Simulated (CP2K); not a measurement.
Runs of CP2K 2026.2 on GaN. The structure is hexagonal, space group P6_3mc (No. 186). Conventional cell: a = 3.180 Å, b = 3.180 Å, c = 5.166 Å, α = 90.00°, β = 90.00°, γ = 120.00°. Ga (site symmetry 3m) is surrounded by 4 N at 1.94 to 1.95 Å. Around N (site symmetry 3m) lie 4 Ga at 1.94 to 1.95 Å. 

```csv
potentials or basis,ADDED_MOS,gap on the mesh (eV),pressure (GPa),largest force (eV/Å)
"POTENTIAL_UZH Ga GTH-PBE-q13, N GTH-PBE-q5; TZVP-MOLOPT-PBE-GTH basis",[14],1.94,9.4,-
"GTH_POTENTIALS Ga GTH-PBE-q13, N GTH-PBE-q5; TZVP-MOLOPT-SR-GTH, TZVP-MOLOPT-GTH basis",[14],1.94,(a),(d)
"GTH_POTENTIALS Ga GTH-PBE-q13, N GTH-PBE-q5; SZV-MOLOPT-SR-GTH basis",[8],(b),(c),0.05
"POTENTIAL_UZH Ga GTH-PBE-q13, N GTH-PBE-q5; ccGRB-D basis",[14],2.57,10.4,0.12
"GTH_POTENTIALS Ga GTH-PBE-q13, N GTH-PBE-q5; DZVP-MOLOPT-SR-GTH basis",[14],1.95,9.8,-
```

Alike in all rows: task band structure; level PBE; no spin polarisation; cell as given; k mesh 10 × 10 × 5; smearing fermi-dirac 0.05 eV.

Problem. Fill in the values left out.

Solution. (a) 9.3; (b) 2.10; (c) 14.9; (d) 0.13.

Caveats: the basis of atomic orbitals isn't converged, which shifts pressures, moduli and gaps; the forces don't sum to zero, a sign of grid noise (some runs); a minimal basis gives rough bond lengths, pressures and levels (some runs).

A k mesh can miss the band edges, and the runs leave out spin-orbit coupling on Ga.
